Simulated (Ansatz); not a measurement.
**Lattice vibrations of AlRu at Γ at 22 GPa**

Level of theory: DFT PBEsol, scalar-relativistic, plane waves, PAW in Ansatz 0.2.0. Settings: 420 eV plane-wave cutoff, Γ-centred 14×14×14 mesh, Fermi-Dirac smearing of 0.15 eV. No spin polarisation. Phonons by linear response, acoustic sum rule imposed.

The cell, relaxed at 22 GPa:
```xyz
2
Lattice="2.8959 0.0000 0.0000 0.0000 2.8959 0.0000 0.0000 0.0000 2.8959" Properties=species:S:1:pos:R:3 pbc="T T T"
Al    0.0000    0.0000    0.0000
Ru    1.4479    1.4479    1.4479
```

In a metal, frequencies and elastic constants depend on the k mesh and the smearing, soft modes and shear constants most. Other phases may be more stable at this pressure.

Optical modes at Γ; i marks an imaginary frequency:
```csv
frequency (cm⁻¹),degeneracy
373,3
```

All 3 optical modes at Γ are real: no displacement of atoms at fixed cell lowers the energy to second order. Strains and modes at other wave vectors aren't tested by this run.

Cost: 1 run of about 0.38 core-minutes, on Intel Xeon Platinum 8259CL (Skylake/Cascade Lake) (shared hosts).